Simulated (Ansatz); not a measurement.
# YN: the band gap up the ladder of functionals

One table from this session's results is given with a row withheld; the runs are named, their logs left out.

Code: Ansatz 0.2.0. PAW datasets, plane waves. Computed at 0 K without zero-point motion; spin polarisation is off.

## Starting point

The cell was relaxed beforehand with r2SCAN.

The symmetry is Fm-3m (No. 225, cubic); conventional cell a = 4.896 Å, 14.67 Å³ an atom. Y has 6 N at 2.45 Å; N has 6 Y at 2.45 Å.

Coordinates:

```xyz
2
Lattice="0.0000 2.4480 2.4480 2.4480 0.0000 2.4480 2.4480 2.4480 0.0000" Properties=species:S:1:pos:R:3 pbc="T T T"
Y     0.0000    0.0000    0.0000
N     2.4480    2.4480    2.4480
```

The first run:

File input.yaml:

```yaml
crystal:
  lattice:
    - [0.0, 2.4480469255, 2.4480469255]
    - [2.4480469255, 0.0, 2.4480469255]
    - [2.4480469255, 2.4480469255, 0.0]
  atoms:
    - { symbol: "Y", position: [0.0, 0.0, 0.0] }
    - { symbol: "N", position: [0.5, 0.5, 0.5] }
kpoints:
  mp_grid: { grid: [10, 10, 10] }
  band_path:
    path:
      - [[0.0, 0.0, 0.0], [0.5, 4.325637282961e-17, 0.5], [0.625, 0.25, 0.625]]
      - [[0.375, 0.375, 0.75], [0.0, 0.0, 0.0], [0.5, 0.5, 0.5], [0.5, 0.25, 0.75], [0.5, 4.325637282961e-17, 0.5]]
    npoints: 10
hamiltonian:
  xc: pbe
scf:
  occupations: { method: fermi_dirac, width: 0.02 }
  n_extra_bands: 4
output:
  forces: true
  stress: true
  eigenvalues: true
```

Run with:

```sh
> ansatz run input.yaml --threads 2 --pin off --max-ram 29491MiB --backend cpu --events-out ev --progress --plain --runs-dir out
```

Among the steps run: PBE band path; Single point with r2SCAN; Single point with HSE06; PBE+SOC; PBE0 at the same geometry; LDA at the same geometry; Quasiparticle levels, G0W0@PBE; One-shot GW from PBE; DDH-PBE0; HSE06+SOC; LC-ωPBE; Hartree-Fock at the same geometry.

One table of the session follows, with a row left open; its other results are not shown here.

```
                     level  gap (eV)
                       PBE      0.20
                    r2SCAN      0.58
                     HSE06      1.09
                   PBE+SOC         ?
                      PBE0      1.76
                       LDA      0.11
 G0W0@PBE (87 empty bands)      0.52
G0W0@PBE (217 empty bands)      0.68
                  DDH-PBE0      0.65
                 HSE06+SOC      1.07
                   LC-ωPBE      5.77
              Hartree-Fock      7.75
```

Estimate the missing values for PBE+SOC.

**Answer.** gap (eV): 0.18. In the column «gap (eV)» it lies between LDA (0.11) and PBE (0.20).

Meshes: PBE 10×10×10, r2SCAN 10×10×10, HSE06 6×6×6, PBE+SOC 10×10×10, PBE0 6×6×6, LDA 10×10×10, DDH-PBE0 6×6×6, HSE06+SOC 6×6×6, LC-ωPBE 6×6×6, Hartree-Fock 6×6×6.

What this shows: The gap runs from 0.11 eV (LDA) to 7.75 eV (Hartree-Fock). PBE reaches 29 % of the G0W0@PBE value, and r2SCAN 86 %. PBE0 lies 0.66 eV above HSE06, which differs from it by screening the long-range exchange. Hartree-Fock lies above G0W0@PBE by 7.1 eV. G0W0 here is at a finite number of bands, screening cutoff and k mesh, not at the basis limit.

To keep in mind: Warnings in the runs' records: stress scf threshold loose, stress exchange threshold loose.
